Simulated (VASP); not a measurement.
Here is a VASP 6.6.1 calculation.

The input INCAR:

```
PREC     = Accurate       # precision mode
ENCUT    = 600            # plane-wave cutoff, eV
EDIFF    = 1E-7           # SCF threshold, eV
ISMEAR   = 1              # smearing method
SIGMA    = 0.1            # smearing width, eV
LREAL    = F              # projectors in reciprocal space
LASPH    = T              # aspherical terms in the spheres
NELM     = 80             # most SCF steps
ALGO     = Normal         # electronic algorithm
ISIF     = 2              # what is computed and relaxed
LWAVE    = F              # write WAVECAR
LCHARG   = F              # write CHGCAR
GGA      = PS             # functional
IBRION   = 2              # ionic algorithm
NSW      = 40             # ionic steps
EDIFFG   = -0.01          # ionic threshold
```

The input KPOINTS:

```
Automatic mesh
0
Gamma
  18 18 18
```

The input POSCAR:

```
Cu                                      
1.0
    0.0000000000      1.7607379324      1.7607379324
    1.7607379324      0.0000000000      1.7607379324
    1.7607379324      1.7607379324      0.0000000000
  Cu            
     1
Direct
     0.0000000000000000    0.0000000000000000    0.0000000000000000
```

Potentials or basis: VASP PAW PBE potentials, release 64 (Cu).

The run is started by

```console
$ cat potpaw_PBE.64/Cu/POTCAR > POTCAR
$ mpirun -np 1 vasp_std > vasp.out
```

(1) What does it give for the band gap on the k mesh?

## Answers

(1) none (metal or under the smearing width).

Caveat: the relaxation stopped at its first step, so nothing moved.
